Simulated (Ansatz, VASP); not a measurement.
**Pt in VASP and in Ansatz**

```
CELL_PARAMETERS angstrom
0.00000 1.98342 1.98342
1.98342 0.00000 1.98342
1.98342 1.98342 0.00000
ATOMIC_POSITIONS crystal
Pt 0.00000 0.00000 0.00000
```

Alike in both runs: task single point; functional PBE; k mesh 8 × 8 × 8; occupations gaussian, width 0.05 eV; no spin polarisation.

|  | VASP | Ansatz |
| --- | --- | --- |
| version | VASP 6.6.1 | Ansatz 0.2.0 |
| potentials or method | VASP PAW PBE potentials, release 64 (Pt) | scalar-relativistic, plane waves, PAW |
| plane-wave cutoff (eV) | 520 | 600 |
| valence electrons in the cell | 10 | 18 |

Ansatz gave:

```
gap on the k mesh at the Fermi level (eV) : none
pressure (GPa)                            : -0.1
```

Estimate VASP's values.

gap on the k mesh at the Fermi level (eV): none; pressure (GPa): -0.7.

A gap of «none» marks a metal or a gap that the smearing closes. The two sets of potentials don't hold the same shells in valence.

Spin-orbit coupling is left out, which matters for the levels of Pt.
